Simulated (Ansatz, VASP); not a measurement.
One calculation of Na, two programs

```
Na
1.0
     2.93959    0.00000    0.00000
    -1.46979    2.54576    0.00000
     0.00000    0.00000    9.68044
Na
4
Cartesian
  0.0000 0.0000 0.0000
  0.0000 1.6972 2.4201
  0.0000 0.0000 4.8402
  1.4698 0.8486 7.2603
```

Alike in both runs: functional PBEsol; k mesh 7 × 7 × 2; no spin polarisation.

Ansatz relaxed the structure, and its values are those at the end. VASP's run is a single point on that final structure, the one shown.

```csv
,VASP,Ansatz
version,VASP 6.6.1,Ansatz 0.2.0
potentials or method,"VASP PAW PBE potentials, release 64 (Na_pv)","plane waves, PAW"
plane-wave cutoff (eV),520,420
occupations,"methfessel-paxton of order 1, width 0.1 eV","cold, width 0.1 eV"
valence electrons in the cell,28,36
```

```csv
,VASP,Ansatz,Ansatz less VASP
pressure (GPa),20.1,20.0,-0.07
```

The two sets of potentials don't hold the same shells in valence.

Caveats: so large a pressure means that the cell lies far from this level's equilibrium, or that cutoff or potentials fall short (VASP); the potentials were made for another functional, which shifts forces and pressure (VASP).
